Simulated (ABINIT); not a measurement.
# NiO (Fm-3m) in ABINIT: a series of runs, part 2 of 2

ABINIT 10.8.3 (patched build). The steps go on from the part before.

### Step 3. Phonons, LDA+U, collinear spin, ferromagnetic start

File run.abi:

```
# Datasets
ndtset 2

# Pseudopotentials
pp_dirpath "./"
pseudos "Ni.LDA_PW-JTH.xml, O.LDA_PW-JTH.xml"

# Structure
acell 3*1.0 Angstrom
rprim
     0.0000000000     2.0913095100     2.0913095100
     2.0913095100     0.0000000000     2.0913095100
     2.0913095100     2.0913095100     0.0000000000
ntypat 2
znucl 28 8
natom 2
typat 1 2
xred
            0.0            0.0            0.0
            1/2            1/2            1/2

# Plane-wave basis
ecut 1115.666836 eV
pawecutdg 63.0

# k points
ngkpt 6 6 6
nshiftk 4
shiftk
     0.5000000000     0.5000000000     0.5000000000
     0.5000000000     0.0000000000     0.0000000000
     0.0000000000     0.5000000000     0.0000000000
     0.0000000000     0.0000000000     0.5000000000

# Exchange and correlation
ixc 7

# Bands and occupations
nband 21
occopt 3
tsmear 0.05 eV

# Spin
nsppol 2
spinat
     0.0000000000     0.0000000000     1.0000000000
     0.0000000000     0.0000000000     0.0000000000

# DFT+U
usepawu 1
lpawu 2 -1
upawu 6.2 0.0 eV
jpawu 0.0 0.0 eV
dmatpuopt 1

# SCF cycle
nstep 80

# Output
prteig 0
prtebands 0
prtwf 0
prtden 0
prtpot 0

# Dataset 1: ground state
kptopt1 1
tolvrs1 1.0e-11
prtwf1 1
tolwfr1 1.0e-14
nbdbuf1 4
nline1 6

# Dataset 2: response at q = 0 to atomic displacements
rfphon2 1
rfatpol2 1 2
rfdir2 1 1 1
getwfk2 1
kptopt2 2
nqpt2 1
qpt2 0.0 0.0 0.0
tolvrs2 1.0e-8
```

File mrgddb.in:

```
merged_DDB
NiO
2
runo_DS1_DDB
runo_DS2_DDB
```

File anaddb.abi:

```
ddb_filepath "merged_DDB"
output_file "anaddb.abo"
outdata_prefix "ana"
asr 1
chneut 0
dipdip 0
dieflag 0
enunit 0
eivec 1
nph1l 1
qph1l 0.0 0.0 0.0 1.0
```

Potentials or basis: JTH PAW LDA v2.0.

Started as:

```console
> abinit run.abi > log 2>&1
> mrgddb < mrgddb.in > mrgddb.log 2>&1
> anaddb anaddb.abi > anaddb.log 2>&1
```

run.abo:

```text
.Version 10.8.3 of ABINIT
 DATASET    1 : space group Fm -3 m (#225); Bravais cF (face-center cubic)
================================================================================
 Values of the parameters that define the memory need for DATASET  1.
     intxc =       0    ionmov =       0      iscf =      17    lmnmax =      18
     lnmax =       6     mgfft =      36  mpssoang =       3    mqgrid =    3001
     natom =       2  nloc_mem =       2    nspden =       2   nspinor =       1
    nsppol =       2      nsym =      48    n1xccc =       1    ntypat =       2
    occopt =       3   xclevel =       1
       mpw =        1562          nfft =       46656          nkpt =          28
 PAW method is used; the additional fine FFT grid is defined by:
   mgfftf=        40    nfftf =     64000
================================================================================
================================================================================

 DATASET    2 : space group Fm -3 m (#225); Bravais cF (face-center cubic)
================================================================================
 Values of the parameters that define the memory need for DATASET  2 (RF).
     intxc =       0      iscf =       7    lmnmax =      18     lnmax =       6
     mgfft =      36  mpssoang =       3    mqgrid =    3001     natom =       2
  nloc_mem =       2    nspden =       2   nspinor =       1    nsppol =       2
      nsym =      48    n1xccc =       1    ntypat =       2    occopt =       3
   xclevel =       1
      nfft =       46656          nkpt =         432
================================================================================
================================================================================

--------------------------------------------------------------------------------
------------- Echo of variables that govern the present computation ------------
--------------------------------------------------------------------------------
 -outvars: echo values of preprocessed input variables --------
            acell      1.8897261259E+00  1.8897261259E+00  1.8897261259E+00 Bohr
              amu      5.86900000E+01  1.59994000E+01
        dmatpuopt           1
             ecut      4.10000000E+01 Hartree
           getwfk1          0
           getwfk2          1
             iscf1         17
             iscf2          7
              ixc           7
           jdtset        1    2
                       outvar_i_n : Printing only first  50 k-points.
           kptopt1          1
           kptopt2          2
         kptrlatt        6   -6    6     -6    6    6     -6   -6    6
          kptrlen      4.74240266E+01
            lpawu           2      -1
            natom           2
            nband1         21
            nband2         21
           nbdbuf1          4
           nbdbuf2          2
           ndtset           2
            ngfft          36      36      36
          ngfftdg          40      40      40
             nkpt1         28
             nkpt2        432
            nline1          6
            nline2          4
             nqpt1          0
             nqpt2          1
           nspden           2
           nsppol           2
            nstep          80
             nsym          48
           ntypat           2
[... 664 lines left out ...]
--- !BeginCycle
iteration_state: {dtset: 2, }
solver: {iscf: 7, nstep: 80, nline: 4, wfoptalg: 10, }
tolerances: {tolvrs: 1.00E-08, }
...

     iter   2DEtotal(Ha)        deltaE(Ha) residm    vres2    difmagsph maxmagsph
-ETOT  1   172.02309502159     -3.968E+02 6.007E+00 1.892E+06 3.697E-06 3.697E-06
 ETOT  2   7.6022024374152     -1.644E+02 9.349E-01 8.757E+04 5.809E-06 3.663E-06
 ETOT  3   2.0160595557023     -5.586E+00 7.492E-02 1.337E+03 9.333E-06 1.300E-05
 ETOT  4   1.9365999454077     -7.946E-02 3.579E-03 9.567E+00 3.231E-05 4.530E-05
 ETOT  5   1.9361093014451     -4.906E-04 4.918E-05 1.766E-01 1.125E-04 1.578E-04
 ETOT  6   1.9361013875874     -7.914E-06 2.044E-06 1.010E-01 3.899E-04 5.477E-04
 ETOT  7   1.9360843967519     -1.699E-05 4.415E-08 9.937E-03 2.572E-04 8.049E-04
 ETOT  8   1.9360824317094     -1.965E-06 4.517E-09 4.297E-04 1.504E-03 2.309E-03
 ETOT  9   1.9360809333822     -1.498E-06 1.786E-10 1.036E-04 3.312E-03 5.621E-03
 ETOT 10   1.9360801377760     -7.956E-07 8.180E-12 1.182E-04 1.159E-03 6.780E-03
 ETOT 11   1.9360823669728      2.229E-06 1.716E-10 4.520E-05 9.156E-03 2.376E-03
 ETOT 12   1.9360820733246     -2.936E-07 7.839E-11 3.019E-05 5.653E-03 3.277E-03
 ETOT 13   1.9360826381447      5.648E-07 3.662E-11 2.118E-06 3.821E-03 5.442E-04
 ETOT 14   1.9360826295930     -8.552E-09 9.686E-12 1.190E-06 1.121E-03 5.770E-04
 ETOT 15   1.9360825653022     -6.429E-08 7.442E-13 3.316E-06 6.625E-04 1.239E-03
 ETOT 16   1.9360824685437     -9.676E-08 4.766E-13 6.602E-06 5.797E-04 1.819E-03
 ETOT 17   1.9360822138116     -2.547E-07 2.325E-12 1.605E-05 1.019E-03 2.839E-03
 ETOT 18   1.9360825558209      3.420E-07 3.179E-12 2.550E-06 1.499E-03 1.339E-03
 ETOT 19   1.9360826226394      6.682E-08 8.182E-13 8.755E-07 5.822E-04 7.569E-04
 ETOT 20   1.9360826466280      2.399E-08 2.188E-13 1.936E-07 3.888E-04 3.681E-04
 ETOT 21   1.9360826500120      3.384E-09 5.733E-14 1.239E-07 9.700E-05 2.711E-04
 ETOT 22   1.9360826538767      3.865E-09 6.266E-14 2.731E-09 2.097E-04 6.134E-05

 At SCF step   22       vres2   =  2.73E-09 < tolvrs=  1.00E-08 =>converged.
 Integrated electronic and magnetization densities in atomic spheres:
 ------------------------------------------------------------------------------------------------------------
 Radius=ratsph(iatom), smearing ratsm=  0.0000. Diff(up-dn)=approximate z local magnetic moment.
    Atom    Radius    up_density   dn_density  Total(up+dn)  Diff(up-dn)
    1 Ni   1.81432    -0.000031     0.000031      0.000000    -0.000061
    2  O   1.41465    -0.000003     0.000003      0.000000    -0.000006
 ------------------------------------------------------------------------------------------------------------
  Sum:                -0.000033     0.000034      0.000000    -0.000067
 Total magnetization (from the atomic spheres):               -0.000067
 Total magnetization (exact up - dn):                         -0.000078

================================================================================

 ----iterations are completed or convergence reached----

 Mean square residual over all n,k,spin=   64.944E-16; max=  62.662E-15

 2DEtotal=    0.1936082654E+01 Ha. Also 2DEtotal=    0.526834928988E+02 eV
    (2DErelax=   -5.6687875775E+02 Ha. 2DEnonrelax=    5.6881484040E+02 Ha)
    (  non-var. 2DEtotal :    1.9363789751E+00 Ha)

================================================================================

 ---- first-order wavefunction calculations are completed ----

 ==> Compute Derivative Database <==

  Dynamical matrix, in cartesian coordinates,
   if specified in the inputs, asr has been imposed
     j1       j2             matrix element
  dir pert dir pert     real part    imaginary part

   1    1   1    1         0.0628965508         0.0000000000
   1    1   1    2        -0.0628965508         0.0000000000

   2    1   2    1         0.0628965508         0.0000000000
   2    1   2    2        -0.0628965508         0.0000000000
[... 10 lines left out ...]
   3    2   3    1        -0.0628966257         0.0000000000
   3    2   3    2         0.0628966257         0.0000000000

  Phonon wavevector (reduced coordinates) :  0.00000  0.00000  0.00000
 Phonon energies in Hartree :
   0.000000E+00  0.000000E+00  0.000000E+00  1.656644E-03  1.656644E-03
   1.656644E-03
 Phonon frequencies in cm-1    :
   0.000000E+00  0.000000E+00  0.000000E+00  3.635913E+02  3.635913E+02
   3.635913E+02

== END DATASET(S) ==============================================================
================================================================================

 -outvars: echo values of variables after computation  --------
            acell      1.8897261259E+00  1.8897261259E+00  1.8897261259E+00 Bohr
           etotal1    -1.8688815251E+02
           etotal2     1.9360826539E+00
            fcart1    -0.0000000000E+00 -0.0000000000E+00 -0.0000000000E+00
                      -0.0000000000E+00 -0.0000000000E+00 -0.0000000000E+00
            fcart2     0.0000000000E+00  0.0000000000E+00  0.0000000000E+00
                       0.0000000000E+00  0.0000000000E+00  0.0000000000E+00
            rprim      0.0000000000E+00  2.0913095100E+00  2.0913095100E+00
                       2.0913095100E+00  0.0000000000E+00  2.0913095100E+00
                       2.0913095100E+00  2.0913095100E+00  0.0000000000E+00
           strten1     6.7179216690E-04  6.7179216690E-04  6.7179216690E-04
                       0.0000000000E+00  0.0000000000E+00  0.0000000000E+00
           strten2     0.0000000000E+00  0.0000000000E+00  0.0000000000E+00
                       0.0000000000E+00  0.0000000000E+00  0.0000000000E+00
           xangst      0.0000000000E+00  0.0000000000E+00  0.0000000000E+00
                       2.0913095100E+00  2.0913095100E+00  2.0913095100E+00
             xred      0.0000000000E+00  0.0000000000E+00  0.0000000000E+00
                       5.0000000000E-01  5.0000000000E-01  5.0000000000E-01
 Calculation completed.
```

Wall time 16 min (1 thread of Intel Xeon 6975P-C (Granite Rapids), shared host); peak memory 0.99 GiB.

What came out:

```
Free energy                                             : -5085.4857 eV
Pressure                                                : -19.8 GPa
Net moment                                              : 0.00 μB per cell
Highest phonon frequency at Γ, LO-TO splitting left out : 364 cm⁻¹
```

Phonon frequencies in cm⁻¹ (negative: imaginary):
```
              q point        frequencies
(0.000, 0.000, 0.000)  0 0 0 364 364 364
```

Caveat: the mesh is coarse for a metal's response; the cell is more than 3 GPa from zero pressure, which shifts response properties. The state reached can hang on the start; a lower one may exist.

### Step 4. Comparison with measurements

Step 2. A measured gap of NiO is 4.3 eV (quoted in “Local correlations, non-local screening, multiplets, and band formation in NiO”, 2012, arxiv:1210.6675); the calculated 0.00 eV misses it by -4.30 eV. So large a miss can be the level of theory's own, or it may mean another phase, state or a wrong row. The value is that of LDA+U on a finite k mesh, which can miss the band edges, without temperature or zero-point motion.
